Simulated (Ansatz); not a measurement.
Runs of Ansatz 0.2.0 on BeTe. Symmetry: F-43m, No. 216, cubic system. Conventional cell: a = 5.540 Å, b = 5.540 Å, c = 5.540 Å, α = 90.00°, β = 90.00°, γ = 90.00°. Te (site symmetry -43m) is surrounded by 4 Be at 2.40 Å. Be (site symmetry -43m) has 4 Te at 2.40 Å as nearest neighbours. 

```tsv
task	level	potentials or basis	cell	k mesh	cutoff (eV)	smearing	basis error allowed	mesh quality	gap on the mesh (eV)	pressure (GPa)
Born charges	PBEsol	all-electron PAW datasets made for the crystal	as given	8 × 8 × 8	200	fixed	-	not flagged	1.75	-
single point	PBE	all-electron LAPW, scalar-relativistic	as given	4 × 4 × 4	205	fermi-dirac 0.06 eV	0.002 eV/atom	coarse	(a)	4.8
single point	PBE	all-electron LAPW, scalar-relativistic	as given	8 × 8 × 8	227	gaussian 0.012 eV	0.001 eV/atom	not flagged	1.86	4.3
single point	PBE	all-electron LAPW, scalar-relativistic	as given	8 × 8 × 8	227	gaussian 0.028 eV	0.001 eV/atom	not flagged	1.86	4.3
relaxation of cell and atoms	RPBE+D3(BJ)	all-electron LAPW, scalar-relativistic	relaxed	8 × 8 × 8	-	fermi-dirac 0.05 eV	0.001 eV/atom	not flagged	1.58	0.0
```

Alike in all rows: no spin polarisation.

**Question.** Estimate the missing entries.

**Answer.** (a) 1.85.

Caveats: some runs use coarse meshes; spin-orbit coupling is left out, which moves the levels of the heavy elements; the program warned that the printed levels may be off, so bands, gaps and densities of states are rough (some runs).

A k mesh can miss the band edges, and the runs leave out spin-orbit coupling on Te.

The runs don't all hold the same shells in valence.
